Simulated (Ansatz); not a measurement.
# Symmetry broken, then relaxed in W

Theory: DFT PBE, scalar-relativistic, plane waves, PAW in Ansatz 0.2.0. The runs took a 420 eV cutoff, a Γ-centred 8×8×8 mesh and Gaussian smearing (0.15 eV). Spin–orbit coupling is left out, which can shift energies with elements as heavy as these. No spin polarisation. Energies are free energies at this smearing, counted from the undisturbed cell; pressure is positive in compression.

The undisturbed cell (relaxed at this level; this fcc form isn't the usual structure):

```
W
1.0
     0.00000    4.03701   -4.03701
     4.03701    4.03701    0.00000
     4.03701    0.00000   -4.03701
W
8
Cartesian
  2.0185 2.0185 -4.0370
  4.0370 4.0370 -4.0370
  2.0185 0.0000 -2.0185
  4.0370 2.0185 -2.0185
  0.0000 2.0185 -2.0185
  2.0185 4.0370 -2.0185
  0.0000 0.0000 0.0000
  2.0185 2.0185 0.0000
```

The atoms are displaced (Å, in the unstrained cell):

```csv
atom,ux,uy,uz
W1,0.571,-0.656,0.157
W2,0.112,0.154,-0.643
W3,-0.320,0.343,0.008
W4,0.172,-0.441,0.345
W5,-0.719,0.074,-0.125
W6,-0.158,0.002,0.384
W7,-0.118,0.144,0.361
W8,0.461,0.380,-0.487
```

Cell and atoms are then relaxed.

**Question.** Does the relaxation return to the undisturbed structure?

**Answer.** No. It ends 192.5 meV/atom below it. The disturbance itself cost 4059.7 meV/atom. The final space group reads Fddd (tolerance 0.05 Å) and the volume changes by 0.16 %.

Final structure:

```
CELL_PARAMETERS angstrom
-0.07759 4.59725 -3.73342
3.73342 4.59727 0.07761
3.73124 -0.07543 -3.73125
ATOMIC_POSITIONS crystal
W 0.43769 0.06232 0.49999
W 0.56231 0.43768 0.50001
W 0.06231 0.93768 0.50001
W 0.93768 0.56232 0.49999
W 0.56231 0.93768 0.00001
W 0.43769 0.56232 0.99999
W 0.93769 0.06231 0.99999
W 0.06231 0.43768 0.00001
```

The relaxation, step by step (energy from the first step; small jumps at an unchanged geometry come where the plane waves are selected anew for the new cell):

| step | ΔE (meV/atom) | largest force component (eV/Å) | pressure (GPa) |
| --- | --- | --- | --- |
| 1 | 0.0 | 39.322 | 118.07 |
| 2 | -2814.2 | 9.756 | 37.83 |
| 3 | -3492.8 | 5.393 | 15.75 |
| 4 | -3835.9 | 2.880 | 7.09 |
| 5 | -4040.7 | 1.756 | 7.10 |
| 6 | -4179.4 | 0.923 | 8.35 |
| 7 | -4231.8 | 0.314 | 4.69 |
| 8 | -4242.3 | 0.319 | 0.90 |
| 9 | -4249.8 | 0.056 | 0.08 |
| 10 | -4251.1 | 0.014 | -0.01 |
| 11 | -4251.2 | 0.002 | 0.03 |
| 12 | -4252.1 | 0.002 | 0.08 |
| 13 | -4252.2 | 0.001 | 0.01 |
| 14 | -4252.2 | 0.001 | 0.01 |

Frames along the relaxation (Å, eV/Å):

```xyz
8
Lattice="0.000 4.037 -4.037 4.037 4.037 0.000 4.037 0.000 -4.037" Properties=species:S:1:pos:R:3:forces:R:3 pbc="T T T" step=1
W     2.589    1.362   -3.880  -21.754   28.608   -1.652
W     4.149    4.191   -4.680  -15.529  -32.127   34.223
W     1.698    0.343   -2.010   -3.383   -3.964    3.576
W     4.209    1.578   -1.673    4.609   39.322  -25.098
W    -0.719    2.093   -2.144    2.501   -0.725   -0.744
W     1.860    4.039   -1.635   13.991   -0.735  -19.675
W    -0.118    0.144    0.361   26.032  -20.558    0.095
W     2.479    2.398   -0.487   -6.466   -9.820    9.274
8
Lattice="-0.016 4.145 -4.123 4.081 4.102 -0.027 4.107 0.001 -4.106" Properties=species:S:1:pos:R:3:forces:R:3 pbc="T T T" step=2
W     2.538    1.530   -3.955   -6.308    9.079    0.127
W     4.125    4.168   -4.639   -4.351   -5.520    7.970
W     1.708    0.329   -2.028   -1.285   -2.839    1.547
W     4.300    1.753   -1.807    2.830    9.756   -5.737
W    -0.721    2.148   -2.192    2.489   -0.295    0.449
W     1.937    4.122   -1.787    4.551   -0.100   -8.407
W    -0.009    0.062    0.359    6.986   -4.865   -1.252
W     2.468    2.384   -0.462   -4.912   -5.215    5.303
8
Lattice="-0.011 4.239 -4.169 4.058 4.166 -0.061 4.040 0.079 -4.079" Properties=species:S:1:pos:R:3:forces:R:3 pbc="T T T" step=3
W     2.397    1.714   -3.932   -3.185    5.023    0.533
W     4.070    4.354   -4.630   -1.985   -3.131    4.445
W     1.675    0.241   -2.015   -0.762   -1.405    0.640
W     4.289    1.940   -1.828    1.000    5.393   -3.096
W    -0.562    2.167   -2.187    1.664   -0.211    0.437
W     2.017    4.165   -1.934    2.688   -1.331   -4.252
W    -0.009    0.039    0.295    3.690   -2.285   -0.725
W     2.297    2.348   -0.386   -3.112   -2.054    2.018
8
Lattice="-0.047 4.284 -3.960 3.848 4.275 0.037 3.810 0.001 -3.912" Properties=species:S:1:pos:R:3:forces:R:3 pbc="T T T" step=5
W     2.131    1.980   -3.716   -0.829    1.756   -0.098
W     3.828    4.358   -4.224   -0.844   -1.057    1.637
W     1.565    0.040   -1.922    0.736   -0.099   -0.589
W     4.075    2.101   -1.741    0.443    0.644   -0.627
W    -0.288    2.180   -2.067    0.056   -0.134   -0.848
W     2.061    4.178   -1.989    0.868    0.903   -0.820
W    -0.008    0.051    0.184    0.693   -1.091    0.151
W     1.859    2.231   -0.196   -1.122   -0.921    1.194
8
Lattice="-0.020 4.394 -3.960 3.679 4.412 0.039 3.641 -0.002 -3.941" Properties=species:S:1:pos:R:3:forces:R:3 pbc="T T T" step=6
W     2.076    2.143   -3.734   -0.560    0.584   -0.381
W     3.507    4.462   -4.161   -0.772   -0.550    0.923
W     1.552    0.002   -2.094    0.478    0.343   -0.229
W     3.909    2.173   -1.719    0.155    0.093   -0.449
W    -0.203    2.228   -2.130   -0.376   -0.160   -0.200
W     2.005    4.346   -1.875    0.504    0.415   -0.091
W     0.106    0.011    0.142    0.767   -0.573    0.165
W     1.647    2.241   -0.153   -0.196   -0.152    0.262
8
Lattice="0.037 4.462 -3.728 3.802 4.547 0.048 3.797 -0.043 -3.808" Properties=species:S:1:pos:R:3:forces:R:3 pbc="T T T" step=7
W     2.178    2.217   -3.524   -0.137    0.109    0.007
W     3.548    4.475   -3.989    0.242   -0.071    0.058
W     1.639   -0.026   -2.155    0.219   -0.202    0.097
W     4.065    2.252   -1.628   -0.314    0.220   -0.153
W    -0.228    2.218   -2.100    0.047    0.096   -0.024
W     2.171    4.519   -1.596   -0.112   -0.124   -0.108
W     0.256    0.012    0.229   -0.179   -0.032    0.092
W     1.643    2.266   -0.214    0.235    0.004    0.030
8
Lattice="-0.016 4.488 -3.777 3.723 4.547 0.075 3.739 -0.091 -3.852" Properties=species:S:1:pos:R:3:forces:R:3 pbc="T T T" step=8
W     2.114    2.195   -3.593   -0.316    0.126    0.096
W     3.490    4.470   -3.999   -0.045    0.049    0.106
W     1.633   -0.038   -2.147    0.033   -0.133    0.067
W     3.970    2.209   -1.655   -0.039    0.319   -0.135
W    -0.245    2.248   -2.109    0.129   -0.010   -0.103
W     2.078    4.518   -1.628    0.100   -0.104   -0.169
W     0.222    0.009    0.213    0.131   -0.256    0.017
W     1.630    2.278   -0.190    0.006    0.009    0.121
8
Lattice="-0.072 4.545 -3.733 3.728 4.552 0.079 3.757 -0.108 -3.769" Properties=species:S:1:pos:R:3:forces:R:3 pbc="T T T" step=9
W     2.068    2.219   -3.526    0.047   -0.009    0.030
W     3.478    4.495   -3.941   -0.006   -0.011   -0.001
W     1.649   -0.054   -2.112   -0.010    0.012   -0.010
W     3.969    2.223   -1.620    0.015   -0.017    0.025
W    -0.266    2.272   -2.096    0.006   -0.004    0.018
W     2.064    4.548   -1.595   -0.056    0.006   -0.018
W     0.232   -0.001    0.232   -0.005    0.019   -0.012
W     1.633    2.275   -0.187    0.009    0.005   -0.032
8
Lattice="-0.073 4.581 -3.738 3.739 4.581 0.074 3.742 -0.078 -3.742" Properties=species:S:1:pos:R:3:forces:R:3 pbc="T T T" step=10
W     2.071    2.252   -3.503   -0.007   -0.003   -0.009
W     3.469    4.542   -3.938   -0.001    0.002    0.003
W     1.636   -0.039   -2.106    0.004    0.001    0.001
W     3.977    2.252   -1.598   -0.009   -0.001   -0.014
W    -0.272    2.290   -2.104   -0.001    0.005    0.003
W     2.067    4.581   -1.598    0.009   -0.006    0.005
W     0.234    0.000    0.234    0.009    0.001    0.008
W     1.634    2.290   -0.198   -0.004    0.001    0.003
8
Lattice="-0.077 4.591 -3.735 3.735 4.591 0.077 3.734 -0.076 -3.734" Properties=species:S:1:pos:R:3:forces:R:3 pbc="T T T" step=12
W     2.065    2.257   -3.498    0.000    0.001    0.001
W     3.459    4.553   -3.933    0.001    0.000    0.000
W     1.630   -0.038   -2.104    0.002   -0.001    0.000
W     3.971    2.257   -1.592   -0.001    0.001    0.000
W    -0.275    2.296   -2.104    0.001   -0.001    0.000
W     2.066    4.591   -1.592   -0.002    0.002    0.000
W     0.237    0.000    0.237   -0.001    0.001    0.000
W     1.630    2.296   -0.198    0.002   -0.001    0.000
8
Lattice="-0.078 4.597 -3.733 3.733 4.597 0.078 3.731 -0.075 -3.731" Properties=species:S:1:pos:R:3:forces:R:3 pbc="T T T" step=13
W     2.064    2.261   -3.495    0.000    0.000   -0.001
W     3.456    4.560   -3.931    0.000    0.000    0.001
W     1.628   -0.038   -2.103    0.000    0.000    0.001
W     3.970    2.261   -1.589    0.000    0.000   -0.001
W    -0.276    2.299   -2.104    0.000    0.000    0.001
W     2.065    4.597   -1.590    0.000    0.000   -0.001
W     0.237    0.000    0.237    0.000    0.000   -0.001
W     1.629    2.299   -0.199    0.000    0.000    0.001
8
Lattice="-0.078 4.597 -3.733 3.733 4.597 0.078 3.731 -0.075 -3.731" Properties=species:S:1:pos:R:3:forces:R:3 pbc="T T T" step=14
W     2.064    2.261   -3.495    0.000    0.000   -0.001
W     3.456    4.560   -3.931    0.000    0.000    0.001
W     1.628   -0.038   -2.103    0.000    0.000    0.001
W     3.970    2.261   -1.589    0.000    0.000   -0.001
W    -0.276    2.299   -2.104    0.000    0.000    0.001
W     2.065    4.597   -1.590    0.000    0.000   -0.001
W     0.237    0.000    0.237    0.000    0.000   -0.001
W     1.629    2.299   -0.199    0.000    0.000    0.001
```

Cost: 3 runs of about 16 core-minutes in all, on AMD EPYC 9R45 (Zen 5) (shared hosts).